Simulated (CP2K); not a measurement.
TiO2:

```
Ti O
1.0
     6.43537    0.00000    0.00000
     5.33288    3.60199    0.00000
    -1.84389   -0.56437    6.32897
Ti O
4 8
Cartesian
  10.0583 3.0786 1.8329
  1.7749 0.5433 1.7959
  -0.1339 -0.0410 4.4961
  8.1494 2.4943 4.5330
  3.7183 1.1381 1.8569
  1.8977 0.5808 4.1297
  8.3701 2.5619 6.2992
  8.0267 2.4568 2.1993
  9.9199 3.0362 3.9874
  1.5543 0.4757 0.0298
  6.2061 1.8995 4.4721
  0.0045 0.0014 2.3416
```

The cell comes from a database or a generator and needn't be the stable form of this composition.

Base run:

- Program: CP2K 2026.2
- Functional: PBE
- Potentials or basis: POTENTIAL_UZH Ti GTH-SCAN-q12, O GTH-SCAN-q6; DZVP-MOLOPT-SR-GTH basis
- Density cutoff: 8163 eV
- k mesh: 6 × 6 × 4
- Occupations: fermi-dirac, width 0.05 eV
- Spin: no spin polarisation

Its results: band gap on the k mesh 2.60 eV, indirect (least direct gap 2.76 eV); pressure -0.6 GPa; largest force 0.215 eV/Å.

Problem. The run is repeated on the same cell with these changes: potentials or basis from POTENTIAL_UZH Ti GTH-SCAN-q12, O GTH-SCAN-q6; DZVP-MOLOPT-SR-GTH basis to GTH_POTENTIALS Ti GTH-BLYP-q12, O GTH-BLYP-q6; DZVP-MOLOPT-SR-GTH basis; potentials from Ti GTH-SCAN-q12 of POTENTIAL_UZH, O GTH-SCAN-q6 of POTENTIAL_UZH to Ti GTH-BLYP-q12 of GTH_POTENTIALS, O GTH-BLYP-q6 of GTH_POTENTIALS. What comes out?

Solution. Band gap on the k mesh 2.67 eV, indirect (least direct gap 2.83 eV); pressure -1.2 GPa; largest force 0.220 eV/Å.

Caveats: the potentials were made for another functional, which shifts forces and pressure; the basis of atomic orbitals isn't converged, which shifts pressures, moduli and gaps.

A k mesh can miss the band edges.
